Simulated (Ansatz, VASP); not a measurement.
**Os in VASP and in Ansatz**

File INCAR:

```
  ALGO = Normal
  EDIFF = 1E-6
  ENCUT = 520
  GGA = RE
  ISIF = 2
  ISMEAR = -1
  LASPH = T
  LCHARG = F
  LREAL = F
  LWAVE = F
  NBANDS = 10
  NELM = 80
  PREC = Accurate
  SIGMA = 0.1
```

Contents of KPOINTS:

```
k-points
0
Gamma
  16 16 16
```

File POSCAR:

```
Os
1.0
    0.0000000000      1.9837375849      1.9837375849
    1.9837375849      0.0000000000      1.9837375849
    1.9837375849      1.9837375849      0.0000000000
Os
1
Direct
    0.0000000000      0.0000000000      0.0000000000
```

Input for Ansatz:

```yaml
crystal:
  lattice:
    - [0.0, 1.9837375849, 1.9837375849]
    - [1.9837375849, 0.0, 1.9837375849]
    - [1.9837375849, 1.9837375849, 0.0]
  atoms:
    - { symbol: Os, position: [0.0, 0.0, 0.0] }
hamiltonian:
  xc: revpbe
  pseudopotentials:
    kind: paw
    azcp:
      Os: "pseudopotentials/Os.paw.azcp"
basis:
  ecutwfc: 420
  fft_grid_basis: typed
kpoints:
  mp_grid: { grid: [16, 16, 16], shift: [0, 0, 0] }
magnetization:
  spin_polarized: false
scf:
  occupations: { method: fermi_dirac, width: 0.1 }
  lower_state_search: "off"
output:
  stress: true
  write_density: true
  write_potential: true
  elf: true
  volumetric_format: npy
```

Alike in both runs: task single point; functional revPBE; k mesh 16 × 16 × 16; occupations fermi-dirac, width 0.1 eV; no spin polarisation.

|  | VASP | Ansatz |
| --- | --- | --- |
| version | VASP 6.6.1 | Ansatz 0.2.0 |
| potentials or method | VASP PAW PBE potentials, release 64 (Os) | plane waves (420 eV) with PAW, scalar-relativistic |
| plane-wave cutoff (eV) | 520 | 420 |
| valence electrons in the cell | 8 | 16 |

```csv
,VASP,Ansatz,Ansatz less VASP
pressure (GPa),-24.9,-24.4,+0.56
```

The two sets of potentials don't hold the same shells in valence.

Caveats: so large a pressure means that the cell lies far from this level's equilibrium, or that cutoff or potentials fall short (VASP); the potentials were made for another functional, which shifts forces and pressure (VASP). The runs have no spin-orbit coupling, so splittings on Os are missing.
